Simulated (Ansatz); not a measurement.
Steps from a short run of molecular dynamics on a 2×2×2 supercell (24 atoms) of CaF2 (Fm-3m), relaxed with r2SCAN; forces from PBE in the PAW code Ansatz, 2×2×2 mesh, Fermi-Dirac smearing of 0.020 eV, Langevin thermostat and barostat (NPT), set at 200 K. Classical nuclei, no spin polarisation; a few dozen steps show the first response, not equilibrium.

Question: At 16 fs the positions in Å are
```
cell (Å): 0.000 5.466 5.466; 5.466 0.000 5.466; 5.466 5.466 0.000
Ca  -0.021  -0.016   0.038
F    1.384   1.327   1.372
F    4.121   4.120   4.048
Ca   2.697   2.724   0.050
F    4.089   4.092   1.412
F    6.819   6.816   4.090
Ca   2.709   0.053   2.731
F    4.137   1.366   4.101
F    6.737   4.082   6.813
Ca   5.525   2.685   2.697
F    6.812   4.149   4.099
F    9.568   6.798   6.852
Ca  -0.004   2.726   2.757
F    1.337   4.137   4.134
F    4.069   6.812   6.853
Ca   2.724   5.445   2.732
F    4.055   6.900   4.076
F    6.891   9.543   6.878
Ca   2.795   2.739   5.445
F    4.112   4.147   6.832
F    6.945   6.877   9.564
Ca   5.505   5.502   5.416
F    6.760   6.756   6.852
F    9.538   9.581   9.515
```
What are the forces, and how far does the free energy (smearing included) lie above that of step 0, with the atoms on their sites?

Answer: 8.0 meV an atom; forces in eV/Å:
```
cell (Å), as above: 0.000 5.466 5.466; 5.466 0.000 5.466; 5.466 5.466 0.000
Ca   0.126  -0.070  -0.207
F   -0.304   0.180  -0.037
F   -0.149  -0.131   0.206
Ca   0.197   0.198  -0.338
F    0.046  -0.077  -0.323
F    0.194   0.436   0.078
Ca   0.374  -0.565   0.014
F    0.004   0.096   0.141
F    0.474  -0.114   0.150
Ca  -0.154   0.253   0.312
F    0.088  -0.199   0.031
F   -0.095   0.169  -0.164
Ca  -0.315   0.292  -0.128
F    0.157  -0.225  -0.033
F    0.105   0.286  -0.154
Ca  -0.033   0.106   0.134
F    0.353  -0.249   0.163
F   -0.235  -0.139  -0.289
Ca  -0.054   0.230   0.217
F   -0.101  -0.302  -0.225
F   -0.585  -0.159   0.035
Ca  -0.623  -0.320   0.206
F    0.459   0.261  -0.199
F    0.073   0.043   0.411
```

Question: At 28 fs the positions in Å are
```
cell (Å): 0.000 5.508 5.508; 5.508 0.000 5.508; 5.508 5.508 0.000
Ca  -0.026  -0.012   0.083
F    1.400   1.298   1.390
F    4.151   4.147   4.059
Ca   2.704   2.753   0.071
F    4.099   4.137   1.409
F    6.882   6.880   4.111
Ca   2.722   0.065   2.775
F    4.222   1.367   4.150
F    6.731   4.082   6.889
Ca   5.604   2.655   2.701
F    6.856   4.191   4.154
F    9.633   6.830   6.922
Ca  -0.013   2.750   2.790
F    1.359   4.190   4.200
F    4.077   6.869   6.894
Ca   2.733   5.476   2.752
F    4.098   6.980   4.099
F    6.972   9.611   6.948
Ca   2.858   2.771   5.483
F    4.115   4.197   6.840
F    7.037   6.972   9.644
Ca   5.565   5.572   5.441
F    6.771   6.774   6.884
F    9.601   9.684   9.599
```
What are the forces, and how far does the free energy (smearing included) lie above that of step 0, with the atoms on their sites?

Answer: 14.5 meV an atom; forces in eV/Å:
```
cell (Å), as above: 0.000 5.508 5.508; 5.508 0.000 5.508; 5.508 5.508 0.000
Ca   0.203  -0.208  -0.330
F   -0.386   0.351  -0.044
F   -0.128  -0.115   0.143
Ca   0.235   0.165  -0.372
F    0.077  -0.151  -0.240
F    0.230   0.492   0.118
Ca   0.500  -0.681  -0.112
F   -0.097   0.164   0.096
F    0.646  -0.035   0.101
Ca  -0.339   0.563   0.431
F    0.117  -0.158  -0.007
F   -0.131   0.300  -0.175
Ca  -0.374   0.360  -0.082
F    0.076  -0.235  -0.109
F    0.175   0.328  -0.033
Ca   0.035   0.092   0.281
F    0.349  -0.308   0.211
F   -0.390  -0.292  -0.212
Ca  -0.083   0.353   0.156
F    0.006  -0.354  -0.057
F   -0.626  -0.294  -0.132
Ca  -0.923  -0.578   0.108
F    0.694   0.295  -0.045
F    0.133  -0.054   0.306
```

Question: At 52 fs the positions in Å are
```
cell (Å): 0.000 5.574 5.574; 5.574 0.000 5.574; 5.574 5.574 0.000
Ca  -0.034  -0.023   0.133
F    1.371   1.286   1.411
F    4.159   4.164   4.097
Ca   2.705   2.801   0.110
F    4.084   4.230   1.374
F    7.083   7.045   4.162
Ca   2.787   0.018   2.835
F    4.369   1.392   4.309
F    6.845   4.069   7.056
Ca   5.695   2.626   2.720
F    6.934   4.250   4.276
F    9.721   6.921   7.037
Ca  -0.069   2.838   2.827
F    1.419   4.201   4.293
F    4.148   6.992   6.968
Ca   2.738   5.513   2.812
F    4.224   7.053   4.172
F    7.045   9.665   7.077
Ca   2.961   2.828   5.540
F    4.138   4.272   6.863
F    7.054   7.095   9.751
Ca   5.561   5.596   5.481
F    6.928   6.833   6.902
F    9.740   9.810   9.809
```
What are the forces, and how far does the free energy (smearing included) lie above that of step 0, with the atoms on their sites?

Answer: 16.4 meV an atom; forces in eV/Å:
```
cell (Å), as above: 0.000 5.574 5.574; 5.574 0.000 5.574; 5.574 5.574 0.000
Ca   0.183  -0.202  -0.206
F   -0.011   0.190   0.039
F    0.183   0.069   0.000
Ca   0.204   0.006  -0.343
F    0.154  -0.237   0.088
F   -0.071  -0.050  -0.072
Ca  -0.007  -0.110  -0.017
F   -0.262   0.068  -0.363
F    0.272   0.182  -0.054
Ca  -0.295   0.539   0.232
F    0.147  -0.056  -0.135
F    0.028   0.393   0.008
Ca   0.078  -0.189   0.230
F   -0.156   0.192  -0.099
F    0.040   0.057   0.221
Ca   0.088   0.214   0.005
F   -0.027  -0.307   0.205
F   -0.248  -0.059  -0.032
Ca  -0.629  -0.229   0.045
F    0.240  -0.145   0.332
F    0.069  -0.406  -0.094
Ca  -0.079   0.112   0.120
F    0.112   0.053   0.185
F   -0.013  -0.081  -0.297
```

Question: At 76 fs the positions in Å are
```
cell (Å): 0.000 5.573 5.573; 5.573 0.000 5.573; 5.573 5.573 0.000
Ca  -0.014  -0.038   0.158
F    1.289   1.278   1.400
F    4.163   4.158   4.118
Ca   2.684   2.831   0.159
F    4.040   4.169   1.353
F    7.173   7.095   4.164
Ca   2.860  -0.019   2.836
F    4.377   1.436   4.355
F    6.979   4.119   7.083
Ca   5.646   2.654   2.726
F    6.983   4.232   4.285
F    9.698   7.007   7.046
Ca  -0.094   2.866   2.862
F    1.438   4.205   4.281
F    4.198   7.023   7.028
Ca   2.747   5.514   2.821
F    4.305   6.997   4.298
F    7.009   9.586   7.111
Ca   2.958   2.870   5.515
F    4.153   4.283   6.895
F    6.997   7.038   9.753
Ca   5.510   5.555   5.452
F    7.009   6.805   6.893
F    9.760   9.794   9.873
```
What are the forces, and how far does the free energy (smearing included) lie above that of step 0, with the atoms on their sites?

Answer: 26.6 meV an atom; forces in eV/Å:
```
cell (Å), as above: 0.000 5.573 5.573; 5.573 0.000 5.573; 5.573 5.573 0.000
Ca  -0.082  -0.029  -0.352
F    0.440   0.223   0.278
F    0.336   0.224  -0.174
Ca   0.112  -0.359  -0.561
F    0.614   0.238   0.416
F   -0.269  -0.278  -0.340
Ca  -0.411   0.263   0.266
F   -0.223  -0.178  -0.422
F   -0.540  -0.197   0.116
Ca   0.114   0.081   0.304
F   -0.035   0.050  -0.117
F    0.213   0.090   0.304
Ca   0.463  -0.349   0.109
F   -0.259   0.254   0.045
F   -0.313  -0.267   0.115
Ca  -0.112   0.467  -0.221
F   -0.340   0.094  -0.347
F   -0.003   0.399  -0.205
Ca  -0.819  -0.795   0.320
F    0.282  -0.058   0.333
F    0.393  -0.214  -0.020
Ca   0.803   0.309   0.574
F   -0.335   0.113   0.180
F   -0.029  -0.080  -0.599
```
